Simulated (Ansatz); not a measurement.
## Relaxing Y in the bcc type

First guess:

```
CELL_PARAMETERS angstrom
-1.93669 1.93669 1.93669
1.93669 -1.93669 1.93669
1.93669 1.93669 -1.93669
ATOMIC_POSITIONS crystal
Y 0.00000 0.00000 0.00000
```

Theory: DFT, PBE, PAW with Ansatz's default frozen-core files, scalar-relativistic in Ansatz 0.2.0.

Cell and atoms relax within the symmetry of the start on a 13×13×13 k mesh with 0.05 eV Fermi–Dirac smearing.

The start is built from a prototype, known or not as a phase of this compound; the cutoff is 420 eV.

Spin polarisation is left out, and whether a magnetic state lies lower isn't shown here.

Task: What is the pressure of the first guess?

Result: 5.94 GPa.

Task: What does it relax to?

Result: a = 4.043 Å, b = 4.043 Å, c = 4.043 Å, α = 90.00°, β = 90.00°, γ = 90.00° (conventional cell), 33.04 Å³ per atom:
```cif
data_structure
_symmetry_space_group_name_H-M 'Im-3m'
_symmetry_Int_Tables_number 229
_cell_length_a 4.0428
_cell_length_b 4.0428
_cell_length_c 4.0428
_cell_angle_alpha 90.000
_cell_angle_beta 90.000
_cell_angle_gamma 90.000
_cell_volume 66.08
loop_
_atom_site_label
_atom_site_type_symbol
_atom_site_symmetry_multiplicity
_atom_site_Wyckoff_symbol
_atom_site_fract_x
_atom_site_fract_y
_atom_site_fract_z
_atom_site_occupancy
Y1 Y 2 a 0.00000 0.00000 0.00000 1
```

Task: How much energy does the relaxation release?

Result: 67 meV/atom.
